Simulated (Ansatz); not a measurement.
Computed with Ansatz, DFT PBE, scalar-relativistic, plane waves, PAW. All cells share a 420 eV cutoff and Γ-centred k meshes spaced at most about 0.3 Å⁻¹ (about 0.25 or finer for metals, 2π included). No spin polarisation.

Temperature and zero-point effects are left out.

Two relaxed structures of MoS:

A. Space group P-6m2 (No. 187), hexagonal, a = 3.205 Å, c = 3.281 Å. Around Mo lie 6 S at 2.47 Å; S is surrounded by 6 Mo at 2.47 Å.

B. Space group P2_13 (No. 198), cubic, a = 4.962 Å. Mo has 4 S at 2.36–2.41 Å; S has 4 Mo at 2.36–2.41 Å.

Task: Which form is favoured at zero pressure, and by what margin per atom?

Result: B is lower, by 97 meV/atom. A has the tungsten carbide type, space group P-6m2 (No. 187), 14.6 Å³/atom and no gap on its mesh; B has space group P2_13 (No. 198), 15.3 Å³/atom and no gap. Counting S atoms around Mo (those within 1.25 times the shortest such distance or 1.15 times the sum of covalent radii, 1.27 where that leaves under three), A has Mo 6 and B has Mo 4. The lower one is the more open, so pressure narrows the difference. Both come from invented guesses.

Cells relaxed within their symmetry can be saddle points.
